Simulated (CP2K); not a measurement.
Pd in CP2K: the effect of functional

The system is Pd.

```xyz
1
Lattice="2.7528 0.0000 0.0000 1.3764 2.3840 0.0000 1.3764 0.7947 2.2476" Properties=species:S:1:pos:R:3 pbc="T T T"
Pd    0.0000    0.0000    0.0000
```

Alike in all runs:

* Program: CP2K 2026.2
* Task: atomic charges
* Potentials or basis: POTENTIAL_UZH Pd GTH-PBE-q18; TZVP-MOLOPT-PBE-GTH basis
* Density cutoff: 10204 eV
* k mesh: 12 × 12 × 12
* Occupations: fermi-dirac, width 0.05 eV
* Spin: no spin polarisation

One run gave: pressure 0.5 GPa. Which functional did it use?
A. vdW-DF2
B. rev-vdW-DF2
C. LDA
D. WC
E. PBE

D.

```csv
functional,pressure (GPa)
PBE,9.0
LDA,-6.9
PBEsol,-1.0
vdW-DF2,27.5
WC,0.5
rev-vdW-DF2,4.8
r2SCAN,3.4
```

Caveats: the basis of atomic orbitals isn't converged, which shifts pressures, moduli and gaps; the potentials were made for another functional, which shifts forces and pressure (some runs).
